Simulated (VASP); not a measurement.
**SnS: phonons with LDA**

Crystal: SnS.

```
Sn S
1.0
    10.97109    0.00000    0.00000
     0.00000    3.95329    0.00000
     0.00000    0.00000    4.18590
Sn S
4 4
Direct
  0.11759 0.25000 0.10923
  0.38241 0.75000 0.60923
  0.61759 0.25000 0.39077
  0.88241 0.75000 0.89077
  0.85397 0.25000 0.47332
  0.64603 0.75000 0.97332
  0.35397 0.25000 0.02668
  0.14603 0.75000 0.52668
```

```yaml
Program: VASP 6.6.1
Task: phonons
Functional: LDA
Potentials_or_basis: VASP PAW LDA potentials, release 64 (Sn_d, S)
Cutoff: 600 eV
k_mesh: 4 × 8 × 6
Occupations: gaussian, width 0.03 eV
Spin: no spin polarisation
By_perturbation_theory: no
Further_INCAR_settings: ALGO = Fast; EDIFF = 1e-08; IBRION = 6; POTIM = 0.015; NSW = 1
```

* Highest phonon frequency at Γ, LO-TO splitting left out: 276 cm⁻¹

Phonon frequencies in cm⁻¹ (negative: imaginary):
```
              q point                                                                       frequencies
(0.000, 0.000, 0.000)  0 0 0 40 50 55 65 68 71 80 94 98 138 162 173 181 189 192 208 211 221 226 226 276
```

Run time: 79 min on 2 MPI ranks on Intel(R) Xeon(R) Platinum 8559C (Emerald Rapids), on a shared host, peak memory 1.3 GiB a rank.
